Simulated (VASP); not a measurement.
Crystal: Pt.

```
CELL_PARAMETERS angstrom
0.00000 1.96090 1.96090
1.96090 0.00000 1.96090
1.96090 1.96090 0.00000
ATOMIC_POSITIONS crystal
Pt 0.00000 0.00000 0.00000
```

Base run:

```yaml
Program: VASP 6.6.1
Functional: SCAN
Potentials_or_basis: VASP PAW PBE potentials, release 64 (Pt)
Cutoff: 520 eV
k_mesh: 9 × 9 × 9
Occupations: fermi-dirac, width 0.05 eV
Spin: spin-orbit coupling, no magnetisation
```

Its results: pressure -5.2 GPa.

Problem. The run is repeated on the same cell with these changes: functional from SCAN to r2SCAN; further incar settings from ALGO = Normal; EDIFF = 1e-07 to ALGO = Normal; EDIFF = 1e-06; NBANDS = 21. What comes out?

Solution. Pressure 4.8 GPa.

Caveats: the PAW data sets were made with another functional, which shifts forces and pressure a little.

Not every run made on this cell is shown here.
